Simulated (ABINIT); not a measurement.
The system is NaCl.

```xyz
2
Lattice="0.0000 2.7941 2.7941 2.7941 0.0000 2.7941 2.7941 2.7941 0.0000" Properties=species:S:1:pos:R:3 pbc="T T T"
Cl    2.7941    2.7941    2.7941
Na    0.0000    0.0000    0.0000
```

The cell is a database's computed one.

Base run:

* Program: ABINIT 10.8.3 (patched build)
* Functional: SOGGA
* Potentials or basis: JTH PAW PBE v2.0
* Cutoff: 1088 eV
* k mesh: 8 × 8 × 8
* Occupations: fermi-dirac, width 0.05 eV
* Spin: no spin polarisation

Its results: band gap on the k mesh 5.02 eV, direct; pressure 0.2 GPa.

Question: The run is repeated on the same cell with these changes: functional from SOGGA to PBE. What comes out?

Answer: Band gap on the k mesh 5.21 eV, direct; pressure 1.7 GPa.

PBE binds less tightly than SOGGA, so the same cell stands under more pressure.

Caveats: the PAW data sets were made with another functional, which shifts forces and pressure a little (some runs).
